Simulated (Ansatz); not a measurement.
Crystal: AlNi.

```
CELL_PARAMETERS angstrom
2.88100 0.00000 0.00000
0.00000 2.88100 0.00000
0.00000 0.00000 2.88100
ATOMIC_POSITIONS crystal
Ni 0.50000 0.50000 0.50000
Al 0.00000 0.00000 0.00000
```

A run of Ansatz 0.2.0 on this cell left the log below. Logs are shortened: lines on timing, memory, paths and dates and some standing lists are left out, and cuts for length are marked.

```text
Warning: output.stress: scf.convergence.dr2_threshold = 1e-7 eV (the SCF's general default) is looser than the 2e-10 eV advised for a printed stress (1e-10 eV for each atom of the cell: 2). What an SCF threshold leaves in a stress goes as its square root, and in the free energy as the threshold itself, and one threshold admits the most on a small cell: of the crystals measured, under no hybrid functional and no lock of the moments, on runs that ended without the residual-converged pass, on stresses that held no estimate of that error, the worst erred by over 100 MPa in a component at 1e-7 eV an atom and by under 5 at 1e-10. Set scf.convergence.dr2_threshold to 2e-10 eV or tighter. The threshold is an SCF's pass mark: one that does not reach it within its budget of iterations ends unconverged, or closes short of it on a stop that the run arms, and scf.convergence.dr2_threshold's page says what that costs each kind of run
Warning: RAYON_NUM_THREADS=2 ignored (pool sized by the plan → 2); use --threads N
Engine: ansatz 0.2.0, x86_64-unknown-linux-gnu
Pseudopotentials: kind: paw
Pseudopotential: Ni, paw, valence charge 18, recommended cutoff 420 eV (normal), Ni.paw.azcp
Pseudopotential: Al, paw, valence charge 3, recommended cutoff 420 eV (normal), Al.paw.azcp
Functional definition: PBE
  parameter kappa = 0.804
  parameter beta = 0.06672455060314922
  exchange = pbe_x(kappa = kappa, mu = beta*pi^2/3)
  correlation = pbe_c(beta = beta)
Crystal: 2 atoms, lattice volume = 23.913 Å³
Basis set: ecut = 420 eV, 461 PW (Γ), exchange–correlation on 40×40×40 points (8 copies of the dense FFT grid, shifted against one another)
Bands: 15, of which v1, the nominal top of the filled ones, is band 11 counted from 1 (10 counted from 0)
Symmetry: 48 space group operations
Space group: Pm-3m (ITA 221), of the structure as read, at distance tolerance 2.9e-5 Å
Magnetic group: BNS 221.92 (UNI 1594), of the structure as read, at distance tolerance 2.9e-5 Å
k-points: 35 of 512
Non-local potential: Ni, projectors of the file, l = 0: 3, l = 1: 2, l = 2: 3, l = 3: 1
Non-local potential: Al, projectors of the file, l = 0: 2, l = 1: 2, l = 2: 1
PAW form: soft (Blöchl's): semilocal exchange-correlation on the pseudo side does not see the compensation charge
[... 17 lines left out ...]
SCF iter  10: F=-6378.518917 eV  HF=-6378.518917 eV  |F-HF|=6.18e-11  |Δ(HF+E_count)|=  5.93e-10  Δρ=6.70e-7 (↑4.14e-7 ↓6.70e-7)  dr2=1.16e-10  dr2_m=2.64e-11  M=0.200 μB ∫|m|=0.200 μB  ethr=9.00e-11  ⟨swp⟩=2.0  Hψ=2791  notcnv=0
SCF 1 converged in 10 iterations: F = -6378.518917 eV  dr2 = 1.16e-10
  greatest PAW one-centre occupation: 1.001 electrons in one spin orbital (limit 2), on the Ni atom at site 0 (counted from 0), in its partial waves of l = 1
SCF converged after 10 iterations
Stability checked in part: among states of this total moment the steps that led to this state did not find it unstable. No probe was made; neither looks for a lower state of another moment (fixed_total_moment; see scf.lower_state_search)
Magnetization: 0.2000 μB (10.6000 up, 10.4000 down)
Absolute magnetization: 0.2001 μB (∫|ρ↑−ρ↓|, with the PAW one-centre terms)
Spin contamination: 0.0004 ħ² per cell (⟨S²⟩ above its minimum at these occupations)
Per-site moments (μB) at R_I (Å): [(0.16347640234659352, 1.0291954151749743), (0.013749082371655562, 1.0291954151749743)]
Free energy (F): -6378.518917 eV
Harris-Foulkes:  -6378.518917 eV  (|F-HF|=6.18e-11)
Internal energy: -6378.511538 eV  (E = F + TS)
E sigma→0 (E₀):  -6378.515227 eV
Entropy (-TS):   -0.007379 eV (-3.690 meV/atom)
Fermi energy:    14.007729 (↑ 14.169205, ↓ 13.846253) eV
--- Per-component energies (eV) ---
  E_band       = -336.568513
  E_kinetic    = 310.968720
  E_local      = -4446.147108  (includes V_loc(G=0)·N_el)
  E_nonlocal   = 647.583136
  E_hartree    = 1913.202575
  E_xc         = -126.294308
  E_vxc        = -140.650782  (∫ρ·V_xc dr)
  E_paw        = -2100.210663  (= ΣΔE_a)
  E_vpaw       = -534.727172  (= ΣTr[D̂ρ^β])
  E_aug_tail   = 0.000487  (compensation charges beyond the density's cutoff)
  E_ewald      = -2577.614375
  E_smearing   = -0.007379  (= −TS)
  E_closure    = 0.000000  (closes the sum)
  Σ components = -6378.518917   (vs F -6378.518917, Δ=0.00e0)
--- Forces (eV/Å), atoms counted from 1 ---
  atom   1  Ni     0.00000000    -0.00000000     0.00000000
  atom   2  Al    -0.00000000     0.00000000    -0.00000000
  max |Σ_I F_I| component: 2.03e-29 eV/Å
--- Stress (GPa, compression-positive) ---
        2.222550       0.000000       0.000000
       -0.000000       2.222550       0.000000
        0.000000       0.000000       2.222550
  P = ⅓ Tr σ = 2.2226 GPa (22.226 kbar)
--- Band table (eV; the first three rows and the last of 70) ---
  k-point 0 ↑: bands = ["-89.4409", "-49.8398", "-49.8398", "-49.8398", "2.8015", "10.6406", "10.6406", "12.3798", "12.3798", "12.3798", "19.4419", "19.4419", "19.4419", "22.0213", "22.0213"]
  k-point 1 ↑: bands = ["-89.4407", "-49.8432", "-49.8396", "-49.8396", "3.0887", "10.6104", "10.7057", "12.2612", "12.2612", "12.3927", "17.2522", "19.8153", "19.8153", "22.0394", "23.8753"]
  k-point 2 ↑: bands = ["-89.4402", "-49.8512", "-49.8390", "-49.8390", "3.9370", "10.2702", "10.8677", "11.9998", "11.9998", "12.4240", "14.7292", "20.8460", "20.8460", "22.0895", "25.5605"]
  k-point 34 ↓: bands = ["-89.2498", "-49.6764", "-49.6764", "-49.6764", "9.9100", "9.9100", "9.9100", "13.1204", "13.1204", "15.9650", "15.9650", "15.9650", "17.6946", "18.4755", "18.4755"]
```

What input gives this log?

Single point with PBE, collinear spin, ferromagnetic start. The files as run (others can give the same):

input.yaml
```yaml
crystal:
  lattice:
    - [2.881, 0.0, 0.0]
    - [0.0, 2.881, 0.0]
    - [0.0, 0.0, 2.881]
  atoms:
    - { symbol: Ni, position: [0.5, 0.5, 0.5], spin: 0.2 }
    - { symbol: Al, position: [0.0, 0.0, 0.0] }
hamiltonian:
  xc: pbe
  pseudopotentials: { kind: paw }
magnetization:
  spin_polarized: true
  initial_magnetization: 0.2
  spin_locking: { lock_magnetization: hard }
kpoints:
  mp_grid: { grid: [8, 8, 8] }
scf:
  occupations: { method: fermi_dirac, width: 0.05 }
  lower_state_search: "off"
output:
  forces: true
  stress: true
  eigenvalues: true
```

Potentials or basis: Ansatz PAW.
The run is started by
```console
$ ansatz run input.yaml --threads 2 --pin off --max-ram 5632MiB --backend cpu --events-out ev --progress --plain --runs-dir out
```

Caveat: the total moment is fixed, so each spin has its own Fermi level; the thresholds are loose for stress.
